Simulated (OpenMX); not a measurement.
The system is CdSe (Cadmoselite).

```
CELL_PARAMETERS angstrom
4.30000 0.00000 0.00000
-2.15000 3.72391 0.00000
0.00000 0.00000 7.02000
ATOMIC_POSITIONS crystal
Cd 0.66667 0.33333 0.50000
Cd 0.33333 0.66667 0.00000
Se 0.66667 0.33333 0.88500
Se 0.33333 0.66667 0.38500
```

Base run:

* Program: OpenMX 3.8.5
* Functional: LDA
* Potentials or basis: OpenMX 2013 LDA set, Cd7.0-s3p2d2, Se7.0-s3p2d2, grid cutoff 500 Ry
* k mesh: 5 × 5 × 3
* Occupations: fermi-dirac, width 0.05 eV
* Spin: no spin polarisation

Its results: band gap on the k mesh 0.62 eV, direct; pressure -1.3 GPa; largest force 0.300 eV/Å.

Q: The run is repeated on the same cell with these changes: functional from LDA to PBE; potentials or basis from OpenMX 2013 LDA set, Cd7.0-s3p2d2, Se7.0-s3p2d2, grid cutoff 500 Ry to OpenMX 2013 PBE set, Cd7.0-s3p2d2, Se7.0-s3p2d2, grid cutoff 500 Ry. What comes out?

A: Band gap on the k mesh 0.89 eV, direct; pressure 3.6 GPa; largest force 0.333 eV/Å.

Caveats: the basis of atomic orbitals isn't converged, which shifts pressures, moduli and gaps.
